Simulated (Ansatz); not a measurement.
**Rh: eigenvalues along the path**

```
CELL_PARAMETERS angstrom
0.00000 1.90299 1.90299
1.90299 0.00000 1.90299
1.90299 1.90299 0.00000
ATOMIC_POSITIONS crystal
Rh 0.00000 0.00000 0.00000
```

The cell is the one relaxed in the Materials Project (mp-74), not relaxed further here; entries there can be hypothetical.

Spin polarisation is left out, and whether a magnetic state lies lower isn't shown here.

All numbers below come from Ansatz 0.2.0, DFT, LDA, all-electron LAPW, Dirac equation with spin-orbit coupling.

Numerical set-up: a Γ-centred 18×18×18 k mesh, Fermi–Dirac smearing of 0.05 eV, basis error target 0.5 meV/atom, no spin polarisation.

Path points, in fractions of the reciprocal vectors: Γ (0.000, 0.000, 0.000), X (0.500, 0.000, 0.500), U (0.625, 0.250, 0.625), K (0.375, 0.375, 0.750), L (0.500, 0.500, 0.500), W (0.500, 0.250, 0.750). Levels in eV from the Fermi level, one of each degenerate spinor pair; bands 19 to 31, counted from the lowest band of the run. The gap is zero.

```
# k(1/Å) point b19 b21 b23 b25 b27 b29 b31
0.000 Γ -8.05 -3.21 -3.21 -2.96 -0.98 -0.98 15.75
0.330 - -7.53 -3.49 -2.95 -2.75 -1.33 -0.85 16.52
0.660 - -6.24 -4.28 -2.29 -1.96 -1.86 -0.48 18.46
0.991 - -5.60 -5.14 -1.36 -0.88 -0.78 0.00 16.73
1.321 - -6.07 -5.77 0.26 0.29 0.59 1.38 13.90
1.651 X -6.34 -5.99 0.51 0.87 1.13 3.14 12.16
1.768 - -6.30 -5.94 0.42 0.62 1.01 3.55 12.07
1.884 - -6.17 -5.80 -0.10 0.29 0.90 4.43 11.65
2.001 - -5.99 -5.55 -0.81 0.00 0.77 5.47 10.75
2.118 - -5.78 -5.20 -1.49 -0.34 0.59 6.59 9.64
2.235 U -5.54 -4.80 -2.11 -0.70 0.37 7.75 8.48
2.437 - -5.29 -4.56 -2.66 -0.98 0.42 7.93 8.43
2.639 - -4.89 -4.30 -3.39 -1.23 0.55 7.87 8.60
2.841 - -4.89 -4.30 -3.39 -1.23 0.55 7.87 8.60
3.043 - -5.29 -4.56 -2.66 -0.98 0.42 7.93 8.43
3.245 K -5.54 -4.80 -2.11 -0.70 0.37 7.75 8.48
3.596 - -4.73 -3.81 -3.47 -1.60 -0.47 5.08 11.48
3.946 - -4.66 -4.04 -3.30 -1.97 -1.42 2.09 13.90
4.296 - -6.03 -3.90 -2.78 -2.26 -1.73 -0.12 16.33
4.646 - -7.47 -3.42 -3.00 -2.76 -1.24 -0.92 16.56
4.997 Γ -8.05 -3.21 -3.21 -2.96 -0.98 -0.98 15.75
5.282 - -7.66 -3.32 -3.09 -2.85 -1.07 -1.03 16.30
5.568 - -6.69 -3.48 -2.90 -2.59 -1.11 -0.95 16.42
5.854 - -6.05 -3.01 -2.68 -2.66 -0.58 -0.40 13.37
6.140 - -6.10 -3.23 -2.93 -0.66 0.16 0.33 10.21
6.426 L -6.18 -3.33 -3.04 0.48 0.65 0.66 8.52
6.660 - -5.96 -3.43 -2.95 -0.95 0.53 2.40 8.46
6.893 - -5.40 -3.89 -2.45 -2.16 0.42 4.35 8.33
7.127 - -4.71 -4.45 -3.12 -1.63 0.37 6.38 8.34
7.360 - -4.89 -4.10 -3.66 -1.22 0.69 8.32 8.80
7.594 W -5.04 -3.87 -3.82 -1.21 0.98 9.30 9.71
7.759 - -5.21 -4.60 -2.95 -0.99 0.98 8.10 10.76
7.924 - -5.60 -5.20 -1.93 -0.49 0.99 6.66 11.35
8.089 - -5.98 -5.64 -0.83 0.04 0.99 5.21 11.69
8.254 - -6.25 -5.90 0.25 0.44 1.01 3.88 12.02
8.419 X -6.34 -5.99 0.51 0.87 1.13 3.14 12.16
```
